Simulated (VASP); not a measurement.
Set up this calculation in VASP 6.6.1, as the native input.

```
Task                   : single point
Functional             : r2SCAN
Potentials or basis    : VASP PAW PBE potentials, release 64 (Hg, Se)
Cutoff                 : 520 eV
k mesh                 : 7 × 7 × 7
Occupations            : fermi-dirac, width 0.02 eV
Spin                   : no spin polarisation
Dipole correction      : no
Further INCAR settings : ALGO = Normal; EDIFF = 1e-06; NBANDS = 16
```

The system is HgSe.

```xyz
2
Lattice="0.0000 3.0915 3.0915 3.0915 0.0000 3.0915 3.0915 3.0915 0.0000" Properties=species:S:1:pos:R:3 pbc="T T T"
Hg    0.0000    0.0000    0.0000
Se    1.5457    1.5457    1.5457
```

The cell isn't the ideal one: cell and atoms relaxed from 0.97 times the given volume.

The input as run:

POSCAR

```
HgSe
1.0
    0.0000000000      3.0914991043      3.0914991043
    3.0914991043      0.0000000000      3.0914991043
    3.0914991043      3.0914991043      0.0000000000
Hg Se
1 1
Direct
    0.0000000000      0.0000000000      0.0000000000
    0.2500000000      0.2500000000      0.2500000000
```

INCAR.step1

```
SYSTEM = HgSe
PREC = Accurate
ENCUT = 520
ISMEAR = -1
SIGMA = 0.02
LREAL = .FALSE.
LASPH = .TRUE.
NELM = 100
NBANDS = 16
GGA = PE
ALGO = Normal
EDIFF = 1E-4
LWAVE = .TRUE.
LCHARG = .FALSE.
```

INCAR.step2

```
SYSTEM = HgSe
PREC = Accurate
ENCUT = 520
EDIFF = 1E-6
ISMEAR = -1
SIGMA = 0.02
LREAL = .FALSE.
LASPH = .TRUE.
NELM = 100
ALGO = Normal
ISIF = 2
LWAVE = .FALSE.
LCHARG = .TRUE.
METAGGA = R2SCAN
LMIXTAU = .TRUE.
LELF = .TRUE.
LVHAR = .TRUE.
NBANDS = 16
ISTART = 1
```

KPOINTS

```
Automatic mesh
0
G
  7 7 7
  0 0 0
```

Potentials or basis: VASP PAW PBE potentials, release 64 (Hg, Se).

The run is started by

```sh
$ cat potpaw_PBE.64/Hg/POTCAR potpaw_PBE.64/Se/POTCAR > POTCAR
$ cp INCAR.step1 INCAR
$ mpirun -np 1 vasp_std > vasp.out
$ cp INCAR.step2 INCAR
$ mpirun -np 1 vasp_std > vasp.out
```

It gave:

| Property | Result |
| --- | --- |
| Pressure | 0.2 GPa |
| Band gap on the k mesh | none (metal or under the smearing width) |

Caveat: the PAW data sets were made with another functional, which shifts forces and pressure a little.

Wall time 73 s on 1 thread of Intel(R) Xeon(R) Platinum 8259CL CPU @ 2.50GHz (Skylake/Cascade Lake), with other jobs on the host, peak memory 0.21 GiB.
